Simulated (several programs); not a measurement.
# Many methods on one cell: NaCl (rocksalt)

Rocksalt NaCl, relaxed with r2SCAN in Ansatz, was computed with several methods. The symmetry is Fm-3m (No. 225, cubic); a = 5.605 Å in the conventional setting, 22.02 Å³ an atom. Na is surrounded by 6 Cl at 2.80 Å; Cl is surrounded by 6 Na at 2.80 Å. No spin polarisation and no zero-point or thermal motion.

```
CELL_PARAMETERS angstrom
0.00000 2.80270 2.80270
2.80270 0.00000 2.80270
2.80270 2.80270 0.00000
ATOMIC_POSITIONS crystal
Na 0.00000 0.00000 0.00000
Cl 0.50000 0.50000 0.50000
```

Gaps and times are for a single point on this cell; volume and bulk modulus come from each method's own relaxation or energy curve at fixed shape. Times are rough, from shared hosts (Arm Neoverse N1; Arm Neoverse V1; NVIDIA H100 80GB HBM3), and each method has its own mesh and cell size. PM6 (MOPAC), PM7 (MOPAC), GFN1-xTB (tblite), GFN2-xTB (tblite) treat a cluster of cells at its zone centre, which samples few k points: where these miss a band edge, the gap comes out too large for that reason alone. Gaps from k meshes are read at a limited set of points (mesh, symmetry points, PBE's band edges), so each method's own least gap may be somewhat smaller. Force fields have no electrons; where one was fitted to this phase, its volume and modulus reflect the fit. xTB and the PM methods were fitted mostly to molecules, and can miss a solid's gap by electronvolts. Minimal bases can be far off for gaps. Times of the plane-wave rungs are withheld (a dash), since they come from other jobs, hosts and meshes; the meshes of hybrids and Hartree-Fock don't converge their gaps to the digits shown. GLLB-SC's gap includes the derivative discontinuity. G0W0 is at finite bands, cutoff and mesh. d marks a direct gap, i an indirect one (no mark: not told apart), a dash a value that wasn't computed or didn't pass its checks.

```csv
method,kind,gap (eV),own volume (Å³/atom),bulk modulus (GPa),atoms computed,processor time
PBEsol,semilocal,–,21.98,–,2,–
ffield.eim (LAMMPS),force field,–,–,–,2,0.16 s
"light PBE (260 eV, its own mesh)",light plane-wave,5.17 d,–,–,2,0.88 s
LDA,semilocal,4.76 d,20.41,–,2,–
PBE,semilocal,5.18 d,23.09,24,2,–
r2SCAN,semilocal,5.98 d,22.02,27,2,–
GFN1-xTB (tblite),tight binding,4.61,20.37,21,cluster,6.2 s
PM7 (MOPAC),semi-empirical,14.48,–,–,cluster,8 s
GFN2-xTB (tblite),tight binding,4.02,22.99,17,cluster,8.7 s
PM6 (MOPAC),semi-empirical,10.97,–,–,cluster,9 s
G0W0@r2SCAN (180 eV screening cutoff),many-body,8.44,–,–,2,–
PBE/SZV (CP2K),small basis,4.41 d,–,–,2,12 s
GLLB-SC (GPAW),model potential,9.52,–,–,2,16 s
PBE/DZVP (CP2K),small basis,5.12 d,–,–,2,18 s
G0W0@LDA (140 eV screening cutoff),many-body,7.76,–,–,2,–
G0W0@PBE (260 eV screening cutoff),many-body,8.07,–,–,2,–
G0W0@PBE0 (180 eV screening cutoff),many-body,8.87,–,–,2,–
PBE/single zeta (GPAW),small basis,5.06 d,–,–,2,28 s
G0W0@HSE06 (180 eV screening cutoff),many-body,8.66,–,–,2,–
LC-ωPBE,hybrid,11.99 d,–,–,2,–
HSE06,hybrid,6.56 d,22.57,–,2,–
PBE0,hybrid,7.28 d,–,–,2,–
DDH-PBE0,hybrid,8.54 d,–,–,2,–
r2SCAN0,hybrid,7.74 d,–,–,2,–
```

Against HSE06 (6.56 eV) the nearest gap at the points sampled is that of r2SCAN (-0.58 eV) and the farthest that of PM7 (MOPAC) (+7.92 eV). HSE06 is only a yardstick of convenience: for gaps this wide it usually falls short of measured ones, so a larger value can be the better one.

Volumes against r2SCAN's: PBEsol -0.2 %, LDA -7.3 %, PBE +4.9 %, GFN1-xTB (tblite) -7.5 %, GFN2-xTB (tblite) +4.4 %, HSE06 +2.5 %.
